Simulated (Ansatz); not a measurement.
**Amorphous B2P3 from a fast quench**

A packing of 25 atoms, thrown in at random and pushed apart as soft spheres with like charges further apart (10 B, 15 P) went through Langevin stages in a fixed cell of 14.68 Å³/atom, at one k point, without spin and with a Fermi–Dirac width of kT (0.05 eV at least). Computed with DFT PBE, scalar-relativistic, plane waves, PAW (Ansatz).

```tsv
thermostat (K)	duration (fs)	friction (1/fs)	cutoff (eV)	mean T (K)	mean P (GPa)	mean square displacement (Å²)
4000	36	0.030	320	3793	4.9	0.44
4000	327	0.005	420	4110	5.7	9.68
2880	262	0.005	420	2439	1.9	2.22
1600	300	0.015	420	1750	1.0	1.10
300	150	0.015	420	474	-1.1	0.18
```

Means run over the second half of a stage; pressure includes the kinetic part; displacements count from the stage's start, the atoms' common shift taken off.

Cell and atoms were then relaxed on coarser meshes and computed once more: Cutoff 420 eV; k points 5×5×5 on the computed 25-atom cell (Γ-centred); Gaussian smearing, width 0.10 eV; no spin polarisation.

**Question.** What structure is left?

**Answer.** One draw of many: 14.27 Å³/atom with no gap on the mesh, 0.25 eV/atom above the elements' standard states (static lattices, no corrections for gases) (a random packing after short dynamics, relaxed).

Counting as bonded all pairs within 1.2 times the summed covalent radii:

```
atom → neighbour mean count mean length (Å) spread (Å)
           B → B        1.20             1.72        0.05
           B → P        2.60             1.99        0.06
           P → B        1.73             1.99        0.06
           P → P        1.73             2.27        0.07
```

Angles between all pairs of such bonds at an atom (mean ± spread): 110 ± 16° at B, 106 ± 18° at P.

```yaml
crystal:
  lattice:
    - [7.03591, 0.46937, 0.51666]
    - [0.50274, 7.11858, 0.16804]
    - [0.54669, 0.16251, 7.19775]
  atoms:
    - { symbol: P, position: [0.33829, 0.76648, 0.77625] }
    - { symbol: P, position: [0.67800, 0.95213, 0.83992] }
    - { symbol: P, position: [0.60260, 0.33599, 0.18304] }
    - { symbol: P, position: [0.16945, 0.06692, 0.76926] }
    - { symbol: P, position: [0.52779, 0.96207, 0.36400] }
    - { symbol: P, position: [0.83196, 0.89052, 0.19463] }
    - { symbol: P, position: [0.90292, 0.29255, 0.89992] }
    - { symbol: P, position: [0.47367, 0.68457, 0.49347] }
    - { symbol: P, position: [0.09367, 0.66922, 0.47027] }
    - { symbol: P, position: [0.01074, 0.19107, 0.39793] }
    - { symbol: P, position: [0.33473, 0.91778, 0.15369] }
    - { symbol: P, position: [0.19173, 0.34442, 0.17299] }
    - { symbol: P, position: [0.79132, 0.57079, 0.52640] }
    - { symbol: P, position: [0.44324, 0.17468, 0.77181] }
    - { symbol: P, position: [0.16856, 0.54361, 0.75981] }
    - { symbol: B, position: [0.74456, 0.10958, 0.03612] }
    - { symbol: B, position: [0.72215, 0.44572, 0.76867] }
    - { symbol: B, position: [0.74426, 0.32718, 0.40852] }
    - { symbol: B, position: [0.50828, 0.75992, 0.96274] }
    - { symbol: B, position: [0.06275, 0.91947, 0.32084] }
    - { symbol: B, position: [0.83505, 0.65274, 0.07736] }
    - { symbol: B, position: [0.02260, 0.49423, 0.01074] }
    - { symbol: B, position: [0.65489, 0.54688, 0.99752] }
    - { symbol: B, position: [0.28355, 0.14415, 0.00608] }
    - { symbol: B, position: [0.62372, 0.31749, 0.62975] }
```

The final mesh leaves forces up to 0.12 eV/Å and stresses up to 0.1 GPa: the relaxation ran on a coarser mesh, so the cell's shape, its bonds and its energy belong partly to that mesh.

Cost: 6 runs of about 54 core-minutes in all (earlier runs that led there not counted), on Intel Xeon Processor @ 2.70GHz (shared hosts).